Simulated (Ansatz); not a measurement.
# AgCl: the cost of one run

Computed with Ansatz 0.2.0 (DFT PBEsol, scalar-relativistic, unless a step's input says otherwise).

**1. The starting structure**

Symmetry: Pm-3m, No. 221, cubic system. The conventional cell has a = 3.434 Å, b = 3.434 Å, c = 3.434 Å, α = 90.00°, β = 90.00°, γ = 90.00°. Ag (site symmetry m-3m) is surrounded by 8 Cl at 2.97 Å. Cl (site symmetry m-3m) is surrounded by 8 Ag at 2.97 Å.

As a file:

```
CELL_PARAMETERS angstrom
3.43397 0.00000 0.00000
0.00000 3.43397 0.00000
0.00000 0.00000 3.43397
ATOMIC_POSITIONS crystal
Ag 0.00000 0.00000 0.00000
Cl 0.50000 0.50000 0.50000
```

Structure from a Materials Project entry, not relaxed further.

Atoms are numbered in the order of the input: Ag1, Cl2.

**2. Volume × 0.94, LAPW**

input.yaml reads:

```yaml
crystal:
  lattice:
    - [3.3638722485, 0.0, 0.0]
    - [0.0, 3.3638722485, 0.0]
    - [0.0, 0.0, 3.3638722485]
  atoms:
    - { symbol: Ag, position: [0.0, 0.0, 0.0] }
    - { symbol: Cl, position: [0.5, 0.5, 0.5] }
kpoints:
  mp_grid: { grid: [9, 9, 9] }
  band_path:
    path:
      - [0.0, 0.0, 0.0]
      - [0.0, 0.5, 0.0]
      - [0.5, 0.5, 0.0]
      - [0.0, 0.0, 0.0]
      - [0.5, 0.5, 0.5]
      - [0.0, 0.5, 0.0]
      - [0.5, 0.5, 0.5]
      - [0.5, 0.5, 0.0]
    npoints: 5
scf:
  occupations: { method: fermi_dirac, width: 0.01 }
hamiltonian:
  xc: pbesol
  pseudopotentials: { kind: all_electron, lapw: { basis_error: 0.001 } }
output:
  forces: true
  stress: true
  eigenvalues: true
```

Launch:

```
$ ansatz run input.yaml --threads 1 --pin off --max-ram 3072MiB --backend cpu --events-out ev --progress --plain --runs-dir out
```

What time and memory should one allow on 1 thread of Arm Neoverse V2, shared host?

About 7.1 s, with a peak of 0.27 GiB.
